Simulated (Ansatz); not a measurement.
Wanted: the native input for an Ansatz 0.2.0 run.

```yaml
Task: density of states
Functional: PBE
Potentials_or_basis: Ansatz PAW
Cutoff: "420 eV (not typed: the program's choice for these potentials)"
k_mesh: 10 × 10 × 5
Occupations: fermi-dirac, width 0.05 eV
Spin: collinear spin, antiferromagnetic start
Starting_moments: "[2.0, -2.0, 0.0, 0.0] μB"
Hubbard_terms: Co d U = 8 eV
Hubbard_projectors: ortho-atomic (the default)
Double_counting: fll (the default)
```

CoO:

```
Co O
1.0
     2.57053    0.00000    0.00000
     0.00000    2.57053    0.00000
     0.00000    0.00000    5.14105
Co O
2 2
Direct
  0.00000 0.00000 0.00000
  0.00000 0.00000 0.50000
  0.50000 0.50000 0.25000
  0.50000 0.50000 0.75000
```

Measurements of this composition are mostly on another form, of space group No. 225.

The cell isn't the ideal one: another cell of the same crystal, with 4 atoms.

The input as run:

input.yaml

```yaml
crystal:
  lattice:
    - [2.57052631, 0.0, 0.0]
    - [0.0, 2.57052631, 0.0]
    - [0.0, 0.0, 5.14105262]
  atoms:
    - { symbol: Co, position: [0.0, 0.0, 0.0], spin: 2.0 }
    - { symbol: Co, position: [0.0, 0.0, 0.5], spin: -2.0 }
    - { symbol: O, position: [0.5, 0.5, 0.25] }
    - { symbol: O, position: [0.5, 0.5, 0.75] }
hamiltonian:
  xc: pbe
  pseudopotentials: { kind: paw }
  hubbard: { sites: [{ species: Co, l: d, u_eff: 8.0 }] }
magnetization:
  spin_polarized: true
kpoints:
  mp_grid: { grid: [10, 10, 5] }
scf:
  occupations: { method: fermi_dirac, width: 0.05 }
  n_extra_bands: 10
output:
  forces: true
  stress: true
  eigenvalues: true
  dos: { projected: false, de: 0.05, nscf_kmesh: { grid: [15, 15, 8] } }
```

Potentials or basis: Ansatz PAW.

Run with:

```bash
$ ansatz run input.yaml --threads 2 --pin off --max-ram 5632MiB --backend cpu --events-out ev --progress --plain --runs-dir out
```

Results of the run:

```
Pressure               : 28.5 GPa
Band gap on the k mesh : 2.09 eV
Net moment             : 0.00 μB per cell
Absolute moment        : 5.61 μB per cell
Site moments           : Co +2.65, -2.65; O -0.00, +0.00 μB
```

Caveat: the magnetic or orbital state may not be the lowest; a pressure of tens of GPa on the cell as given is suspect, and the run, the potentials or the cell itself is likely at fault; odd divisions of the mesh miss points on the zone boundary, where band edges often lie, so the gap on the mesh can be too wide; the pressure holds a Pulay correction of +0.8 GPa for the finite cutoff.

Run time: 17 s on 2 threads of Intel(R) Xeon(R) 6975P-C (Granite Rapids), with other jobs on the host, peak memory 1.3 GiB.
